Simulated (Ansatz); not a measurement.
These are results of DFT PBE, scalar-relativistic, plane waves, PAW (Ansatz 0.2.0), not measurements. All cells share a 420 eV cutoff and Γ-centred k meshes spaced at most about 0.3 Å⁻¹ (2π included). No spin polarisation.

These are static total energies at zero pressure.

Compare these two cells of Si2Ge3, each relaxed at this level.

A.

```
Si Ge
1.0
     1.99201    1.15009   16.27768
    -1.99201    1.15009   16.27768
     0.00000   -2.30017   16.27768
Si Ge
4 6
Cartesian
  0.0000 0.0000 47.6450
  0.0000 0.0000 30.6220
  0.0000 0.0000 1.1880
  0.0000 0.0000 18.2111
  0.0000 0.0000 11.0525
  0.0000 0.0000 28.1943
  0.0000 0.0000 8.5692
  0.0000 0.0000 40.2638
  0.0000 0.0000 37.7805
  0.0000 0.0000 20.6387
```

B.

```
Si Ge
1.0
    -4.45101    4.45101    2.81445
     4.45101   -4.45101    2.81445
     4.45101    4.45101   -2.81445
Si Ge
4 6
Direct
  0.59976 0.80104 0.40114
  0.39990 0.19862 0.59886
  0.19896 0.60010 0.79872
  0.80138 0.40024 0.20128
  0.75000 0.25000 0.50000
  0.35753 0.05240 0.89865
  0.00000 0.00000 0.00000
  0.94760 0.84625 0.30513
  0.15375 0.45889 0.10135
  0.54111 0.64247 0.69486
```

**Question.** Which arrangement of the elements on these sites is preferred, and by what margin?

**Answer.** They are level within the accuracy (3 meV/atom apart, with A the lower in these runs). The two share one framework of sites and differ in which element sits where. A has Si and Ge ordered on diamond sites, space group R-3m (No. 166), 22.4 Å³/atom and a gap of 0.32 eV on its mesh; B has Si and Ge ordered on diamond sites, space group I-4 (No. 82), 22.3 Å³/atom and a gap of 0.61 eV. Counting Ge atoms around Si (those within 1.25 times the shortest such distance or 1.15 times the sum of covalent radii, 1.27 where that leaves under three; a plus sign parts nearer from farther groups; the shortest distance is added where it exceeds 1.18 times the sum of covalent radii; a slash parts the counts of unlike sites), A has Si 1/3+3 from 3.9 Å and B has Si 4. Both come from invented guesses.

Kohn–Sham gaps at this level usually fall short of measured ones. Cells relaxed within their symmetry can be saddle points.
